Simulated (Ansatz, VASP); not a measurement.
**One calculation of Li2O, two programs**

```
Li O
1.0
     0.00000    2.30500    2.30500
     2.30500    0.00000    2.30500
     2.30500    2.30500    0.00000
Li O
2 1
Direct
  0.25000 0.25000 0.25000
  0.75000 0.75000 0.75000
  0.00000 0.00000 0.00000
```

Alike in both runs: task single point; functional PBE; k mesh 6 × 6 × 6; occupations gaussian, width 0.1 eV; no spin polarisation.

```csv
,VASP,Ansatz
version,VASP 6.6.1,Ansatz 0.2.0
potentials or method,"VASP PAW PBE potentials, release 64 (Li_sv, O)","scalar-relativistic, plane waves, PAW"
plane-wave cutoff (eV),520,420
valence electrons in the cell,12,12
```

|  | VASP | Ansatz | Ansatz less VASP |
| --- | --- | --- | --- |
| gap on the k mesh at the Fermi level (eV) | 4.98 | 5.00 | +0.020 |
| least direct gap on the mesh (eV) | 5.32 | 5.31 | -0.009 |

The functional is the same, so the differences come from potentials, cutoffs and numerics.

 Expect the measured gap to be larger: semilocal functionals such as PBE lack the derivative discontinuity. A k mesh can miss the band edges.
